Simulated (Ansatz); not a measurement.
# BP (F-43m) in Ansatz: further runs

Runs on BP. Level: PBE+D3(BJ). Tasks: single point, equation of state.

Program: Ansatz 0.2.0. These are calculated values, not measurements. Logs are shortened: lines on timing, memory, paths and dates and some standing lists are left out, and cuts for length are marked.

**Experimental background.**

“Equation of state of single-crystal cubic boron phosphide”, 2014, arxiv:1407.1677 reports, for a bulk crystal of BP at 300 K: bulk modulus 179 ± 1 GPa.

The runs below are set against these values where they give the same quantity.

## (1) Starting point

It takes space group F-43m (No. 216, cubic). The conventional cell has a = 4.538 Å, b = 4.538 Å, c = 4.538 Å, α = 90.00°, β = 90.00°, γ = 90.00°. P (site symmetry -43m) is surrounded by 4 B at 1.97 Å. B (site symmetry -43m) has 4 P at 1.97 Å as nearest neighbours.

## (2) Single point, PBE+D3(BJ), 10.98 Å³/atom (volume scaled by 0.94)

Contents of input.yaml:

```yaml
crystal:
  lattice:
    - [0.0, 2.2226808807, 2.2226808807]
    - [2.2226808807, 0.0, 2.2226808807]
    - [2.2226808807, 2.2226808807, 0.0]
  atoms:
    - { symbol: P, position: [0.75, 0.75, 0.75] }
    - { symbol: B, position: [0.0, 0.0, 0.0] }
hamiltonian:
  xc: pbe
  pseudopotentials: { kind: paw }
  dispersion: d3bj
kpoints:
  mp_grid: { grid: [10, 10, 10] }
scf:
  occupations: { method: fermi_dirac, width: 0.05 }
output:
  forces: true
  stress: true
  eigenvalues: true
```

Potentials or basis: Ansatz PAW.

On the command line:

```sh
$ ansatz run input.yaml --threads 2 --pin off --max-ram 5120MiB --backend cpu --events-out ev --progress --plain --runs-dir out
```

Standard output:

```text
Warning: RAYON_NUM_THREADS=2 ignored (pool sized by the plan → 2); use --threads N
Engine: ansatz 0.2.0, x86_64-unknown-linux-gnu
Pseudopotentials: kind: paw
Pseudopotential: P, paw, valence charge 5, recommended cutoff 420 eV (normal), P.paw.azcp
Pseudopotential: B, paw, valence charge 3, recommended cutoff 420 eV (normal), B.paw.azcp
Functional definition: PBE
  parameter kappa = 0.804
  parameter beta = 0.06672455060314922
  exchange = pbe_x(kappa = kappa, mu = beta*pi^2/3)
  correlation = pbe_c(beta = beta)
Crystal: 2 atoms, lattice volume = 21.961 Å³
Basis set: ecut = 420 eV, 411 PW (Γ), exchange–correlation on 48×48×48 points (8 copies of the dense FFT grid, shifted against one another)
Bands: 8, of which v1, the nominal top of the filled ones, is band 4 counted from 1 (3 counted from 0)
Symmetry: 24 space group operations
Space group: F-43m (ITA 216), of the structure as read, at distance tolerance 2.8e-5 Å
k-points: 47 of 1000 (time reversal used)
Non-local potential: P, projectors of the file, l = 0: 2, l = 1: 2, l = 2: 2
Non-local potential: B, projectors of the file, l = 0: 2, l = 1: 2, l = 2: 1
PAW form: soft (Blöchl's): semilocal exchange-correlation on the pseudo side does not see the compensation charge
PAW one-centre angular grid: P, 110 points (default); XC on 64 Gauss nodes
PAW one-centre angular grid: B, 110 points (default); XC on 64 Gauss nodes
Initial density: superposition of atomic densities (neutral atoms: chi_scale 0, normalization atom), corrected by the library's trained network
Initial wavefunctions: pseudopotential atomic-orbital guess
Functional: x = pbe(κ = 0.804, μ = 0.2195149727645171), c = pbe(β = 0.06672455060314922)
SCF iter   1: F=—  HF=-913.076631 eV  |F-HF|=—  |Δ(HF+E_count)|=         —  Δρ=1.75e-3  dr2=4.97e-4  ethr=1.77e-3  ⟨swp⟩=6.1  Hψ=3467  notcnv=0
preconditioner: auto → none  [insulator: Δε(μ)=1.151 eV  Ē_g=13.266 eV  σ=0.050 eV  W_gap=1.00  n_scr=0 (ndim 8)  ℏωp=22.4 eV  f_vac=0.000  D(μ)=0.00/eV (n_scr^D=0)  ε∞_Penn≈3.9]
SCF iter   2: F=—  HF=-913.076740 eV  |F-HF|=—  |Δ(HF+E_count)|=   1.09e-4  Δρ=9.11e-4  dr2=1.55e-4  ethr=6.22e-6  ⟨swp⟩=2.4  Hψ=932  notcnv=0
SCF iter   3: F=—  HF=-913.076727 eV  |F-HF|=—  |Δ(HF+E_count)|=   1.25e-5  Δρ=4.02e-4  dr2=1.47e-5  ethr=1.94e-6  ⟨swp⟩=2.0  Hψ=555  notcnv=0
SCF iter   4: F=—  HF=-913.076749 eV  |F-HF|=—  |Δ(HF+E_count)|=   2.23e-5  Δρ=9.84e-5  dr2=2.03e-6  ethr=1.84e-7  ⟨swp⟩=2.0  Hψ=564  notcnv=0
iter 5 did not close the SCF: its close was put off for the readings that it lacked (scf_convergence_deferred on its scf_iter line)
SCF iter   5: F=-913.076749 eV  HF=-913.076749 eV  |F-HF|=3.11e-10  |Δ(HF+E_count)|=   1.06e-8  Δρ=7.18e-6  dr2=9.77e-9  ethr=2.54e-8  ⟨swp⟩=2.3  Hψ=547  notcnv=0
SCF iter   6: F=-913.076749 eV  HF=-913.076749 eV  |F-HF|=7.57e-10  |Δ(HF+E_count)|=   6.73e-9  Δρ=2.36e-6  dr2=1.37e-9  ethr=1.22e-10  ⟨swp⟩=2.6  Hψ=1790  notcnv=0
SCF 1 converged in 6 iterations: F = -913.076749 eV  dr2 = 1.37e-9
SCF converged after 6 iterations
Free energy (F): -913.076749 eV
Harris-Foulkes:  -913.076749 eV  (|F-HF|=7.57e-10)
Internal energy: -913.076749 eV  (E = F + TS)
E sigma→0 (E₀):  -913.076749 eV
Entropy (-TS):   -0.000000 eV (-0.000 meV/atom)
Fermi energy:    10.686501 eV
--- Per-component energies (eV) ---
  E_band       = 27.142081
  E_kinetic    = 124.877364
  E_local      = -63.532313  (includes V_loc(G=0)·N_el)
  E_nonlocal   = 45.461298
  E_hartree    = 16.295448
  E_xc         = -95.917377
  E_vxc        = -101.906275  (∫ρ·V_xc dr)
  E_paw        = -648.131870  (= ΣΔE_a)
  E_vpaw       = -10.348853  (= ΣTr[D̂ρ^β])
  E_aug_tail   = 0.000001  (compensation charges beyond the density's cutoff)
  E_ewald      = -291.440962
  E_disp       = -0.688338  (pairwise vdW)
  E_smearing   = -0.000000  (= −TS)
  E_closure    = 0.000000  (closes the sum)
  Σ components = -913.076749   (vs F -913.076749, Δ=0.00e0)
--- Forces (eV/Å), atoms counted from 1 ---
  atom   1  P      0.00000000    -0.00000000     0.00000000
  atom   2  B     -0.00000000    -0.00000000     0.00000000
  max |Σ_I F_I| component: 3.70e-16 eV/Å
--- Stress (GPa, compression-positive) ---
        7.668387      -0.000000      -0.000000
        0.000000       7.668387       0.000000
        0.000000       0.000000       7.668387
  P = ⅓ Tr σ = 7.6684 GPa (76.684 kbar)
--- Band table (eV; the first three rows and the last of 47) ---
  k-point 0: bands = ["-5.8906", "10.1285", "10.1285", "10.1285", "13.6322", "13.6322", "13.6322", "18.4592"]
  k-point 1: bands = ["-5.7012", "8.7831", "9.8186", "9.8186", "14.0610", "14.0610", "14.1243", "18.9133"]
  k-point 2: bands = ["-5.1395", "6.3495", "9.2346", "9.2346", "14.4250", "14.8000", "14.8000", "19.8905"]
  k-point 46: bands = ["-0.4126", "1.7343", "4.2560", "4.4189", "14.7303", "15.6889", "18.7068", "19.1800"]
```

It took 0.5 s on 2 threads of INTEL XEON PLATINUM 8581C at 2.10GHz (Emerald Rapids), shared host; peak memory 0.34 GiB.

Results:

* Free energy: -913.0767 eV
* Pressure: 7.7 GPa
* Band gap on the k mesh: 1.16 eV, indirect (least direct gap 3.50 eV)

## (3) Single point, PBE+D3(BJ), 11.21 Å³/atom (volume scaled by 0.96)

input.yaml: that of step 2 with these lines changed.

```diff
@@ -2,5 +2,5 @@
   lattice:
-    - [0.0, 2.2226808807, 2.2226808807]
-    - [2.2226808807, 0.0, 2.2226808807]
-    - [2.2226808807, 2.2226808807, 0.0]
+    - [0.0, 2.2383340787, 2.2383340787]
+    - [2.2383340787, 0.0, 2.2383340787]
+    - [2.2383340787, 2.2383340787, 0.0]
   atoms:
```

Potentials or basis: Ansatz PAW.

On the command line:

```sh
$ ansatz run input.yaml --threads 2 --pin off --max-ram 5120MiB --backend cpu --events-out ev --progress --plain --runs-dir out
```

It took 0.44 s on 2 threads of INTEL XEON PLATINUM 8581C at 2.10GHz (Emerald Rapids), shared host; peak memory 0.33 GiB.

Results (log left out):

| Quantity | Value |
| --- | --- |
| Free energy | -913.0931 eV |
| Pressure | 3.6 GPa |
| Band gap on the k mesh | 1.19 eV, indirect (least direct gap 3.47 eV) |

## (4) Single point, PBE+D3(BJ), 11.45 Å³/atom (volume scaled by 0.98)

input.yaml: that of step 3 with these lines changed.

```diff
@@ -2,5 +2,5 @@
   lattice:
-    - [0.0, 2.2383340787, 2.2383340787]
-    - [2.2383340787, 0.0, 2.2383340787]
-    - [2.2383340787, 2.2383340787, 0.0]
+    - [0.0, 2.2537713532, 2.2537713532]
+    - [2.2537713532, 0.0, 2.2537713532]
+    - [2.2537713532, 2.2537713532, 0.0]
   atoms:
@@ -20 +20,5 @@
   eigenvalues: true
+  write_density: true
+  write_potential: true
+  elf: true
+  volumetric_format: npy
```

On the command line:

```sh
$ ansatz run input.yaml --threads 2 --pin off --max-ram 5120MiB --backend cpu --events-out ev --progress --plain --runs-dir out
```

Wall time 0.6 s (2 threads of INTEL XEON PLATINUM 8581C at 2.10GHz (Emerald Rapids), shared host); peak memory 0.35 GiB.

It converged, with:

* Free energy: -913.0983 eV
* Pressure: 0.0 GPa
* Band gap on the k mesh: 1.22 eV, indirect (least direct gap 3.43 eV)

## (5) Single point, PBE+D3(BJ), 11.68 Å³/atom

Contents of input.yaml:

```yaml
crystal:
  lattice:
    - [0.0, 2.269, 2.269]
    - [2.269, 0.0, 2.269]
    - [2.269, 2.269, 0.0]
  atoms:
    - { symbol: P, position: [0.75, 0.75, 0.75] }
    - { symbol: B, position: [0.0, 0.0, 0.0] }
hamiltonian:
  xc: pbe
  pseudopotentials: { kind: paw }
  dispersion: d3bj
kpoints:
  mp_grid: { grid: [10, 10, 10] }
scf:
  occupations: { method: fermi_dirac, width: 0.05 }
output:
  forces: true
  stress: true
  eigenvalues: true
```

On the command line:

```sh
$ ansatz run input.yaml --threads 2 --pin off --max-ram 5120MiB --backend cpu --events-out ev --progress --plain --runs-dir out
```

Wall time 0.53 s (2 threads of INTEL XEON PLATINUM 8581C at 2.10GHz (Emerald Rapids), shared host); peak memory 0.34 GiB.

It converged, with:

```yaml
Free_energy: -913.0934 eV
Pressure: -3.3 GPa
Band_gap_on_the_k_mesh: 1.24 eV, indirect (least direct gap 3.40 eV)
```

## (6) Single point, PBE+D3(BJ), 11.92 Å³/atom (volume scaled by 1.02)

input.yaml: that of step 5 with these lines changed.

```diff
@@ -2,5 +2,5 @@
   lattice:
-    - [0.0, 2.269, 2.269]
-    - [2.269, 0.0, 2.269]
-    - [2.269, 2.269, 0.0]
+    - [0.0, 2.284026928, 2.284026928]
+    - [2.284026928, 0.0, 2.284026928]
+    - [2.284026928, 2.284026928, 0.0]
   atoms:
```

Potentials or basis: Ansatz PAW.

On the command line:

```sh
$ ansatz run input.yaml --threads 2 --pin off --max-ram 5120MiB --backend cpu --events-out ev --progress --plain --runs-dir out
```

It took 0.49 s on 2 threads of INTEL XEON PLATINUM 8581C at 2.10GHz (Emerald Rapids), shared host; peak memory 0.33 GiB.

It converged, with:

| Item | Value |
| --- | --- |
| Free energy | -913.0793 eV |
| Pressure | -6.3 GPa |
| Band gap on the k mesh | 1.27 eV, indirect (least direct gap 3.38 eV) |

## (7) Single point, PBE+D3(BJ), 12.15 Å³/atom (volume scaled by 1.04)

input.yaml: that of step 6 with these lines changed.

```diff
@@ -2,5 +2,5 @@
   lattice:
-    - [0.0, 2.284026928, 2.284026928]
-    - [2.284026928, 0.0, 2.284026928]
-    - [2.284026928, 2.284026928, 0.0]
+    - [0.0, 2.2988586873, 2.2988586873]
+    - [2.2988586873, 0.0, 2.2988586873]
+    - [2.2988586873, 2.2988586873, 0.0]
   atoms:
@@ -20 +20,5 @@
   eigenvalues: true
+  write_density: true
+  write_potential: true
+  elf: true
+  volumetric_format: npy
```

On the command line:

```sh
$ ansatz run input.yaml --threads 2 --pin off --max-ram 5120MiB --backend cpu --events-out ev --progress --plain --runs-dir out
```

Run time: 0.6 s. Hardware: 2 threads of INTEL XEON PLATINUM 8581C at 2.10GHz (Emerald Rapids), shared host; peak memory 0.34 GiB.

Results (log left out):

| Quantity | Value |
| --- | --- |
| Free energy | -913.0568 eV |
| Pressure | -9.0 GPa |
| Band gap on the k mesh | 1.30 eV, indirect (least direct gap 3.35 eV) |

## (8) Single point, PBE+D3(BJ), 12.38 Å³/atom (volume scaled by 1.06)

input.yaml: that of step 7 with these lines changed.

```diff
@@ -2,5 +2,5 @@
   lattice:
-    - [0.0, 2.2988586873, 2.2988586873]
-    - [2.2988586873, 0.0, 2.2988586873]
-    - [2.2988586873, 2.2988586873, 0.0]
+    - [0.0, 2.3135014941, 2.3135014941]
+    - [2.3135014941, 0.0, 2.3135014941]
+    - [2.3135014941, 2.3135014941, 0.0]
   atoms:
```

On the command line:

```sh
$ ansatz run input.yaml --threads 2 --pin off --max-ram 5120MiB --backend cpu --events-out ev --progress --plain --runs-dir out
```

It took 0.62 s on 2 threads of INTEL XEON PLATINUM 8581C at 2.10GHz (Emerald Rapids), shared host; peak memory 0.35 GiB.

Results (log left out):

```
Free energy            : -913.0268 eV
Pressure               : -11.5 GPa
Band gap on the k mesh : 1.32 eV, indirect (least direct gap 3.32 eV)
```

## (9) Equation of state, PBE+D3(BJ)

Potentials or basis: Ansatz PAW.

This step only gathers the single runs of the series.

What came out:

```
Equilibrium volume                      : 11.45 Å³/atom
Bulk modulus                            : 170 GPa
Pressure derivative of the bulk modulus : 3.8
```

Energy against volume, from the lowest point:
| volume (Å³/atom) | energy (meV/atom) |
| --- | --- |
| 10.981 | 10.80 |
| 11.214 | 2.60 |
| 11.448 | 0.00 |
| 11.682 | 2.45 |
| 11.915 | 9.52 |
| 12.149 | 20.75 |
| 12.383 | 35.76 |

## (10) Comparison with measurements

Step 9. A measured bulk modulus of BP is 179 GPa (300 K; “Equation of state of single-crystal cubic boron phosphide”, 2014, arxiv:1407.1677); the calculated 170 GPa misses it by -4.9 %. 3 values of this kind are on record (173 to 179 GPa); this one was drawn at random among those near their median, those with a stated uncertainty first. The fit is for a static lattice scaled at fixed shape and fixed fractional positions.
